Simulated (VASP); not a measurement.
Crystal: PbS.

```
Pb S
1.0
     3.65366    0.00000    0.00000
     0.00000    3.65366    0.00000
     0.00000    0.00000    3.65366
Pb S
1 1
Direct
  0.00217 0.00480 0.99583
  0.50276 0.50060 0.49954
```

The cell comes from a database or a generator and needn't be the stable form of this composition.

The cell isn't the ideal one: atoms moved at random, drawn with an rms of 0.02 Å.

```yaml
Program: VASP 6.6.1
Task: relaxation of the atoms
Functional: r2SCAN
Potentials_or_basis: VASP PAW PBE potentials, release 64 (Pb_d, S)
Cutoff: 520 eV
k_mesh: 7 × 7 × 7
Occupations: gaussian, width 0.05 eV
Spin: no spin polarisation
```

At the start: pressure -0.7 GPa; volume 24.39 Å³/atom.

Where does the relaxation end?

Over 12 steps the energy falls by 48.8 meV/atom; space group P1 (No. 1, to 0.05 Å).

The path:
| step | energy change (eV) | largest force (eV/Å) | pressure (GPa) |
| --- | --- | --- | --- |
| 1 | 0.0000 | 0.0342 | -0.72 |
| 2 | -0.0001 | 0.0399 | -0.71 |
| 3 | -0.0006 | 0.0553 | -0.70 |
| 4 | -0.0020 | 0.0868 | -0.68 |
| 5 | -0.0067 | 0.1459 | -0.62 |
| 6 | -0.0224 | 0.2436 | -0.35 |
| 7 | -0.0674 | 0.2819 | 0.64 |
| 8 | -0.0614 | 0.5583 | 5.22 |
| 9 | -0.0920 | 0.1565 | 1.76 |
| 10 | -0.0956 | 0.1112 | 3.22 |
| 11 | -0.0975 | 0.0236 | 2.56 |
| 12 | -0.0975 | 0.0174 | 2.70 |

Final structure:
```
Pb S
1.0
     3.65366    0.00000    0.00000
     0.00000    3.65366    0.00000
     0.00000    0.00000    3.65366
Pb S
1 1
Cartesian
  3.6366 0.1987 3.4782
  1.8619 1.6479 1.9854
```

Caveat: the PAW data sets were made with another functional, which shifts forces and pressure a little.
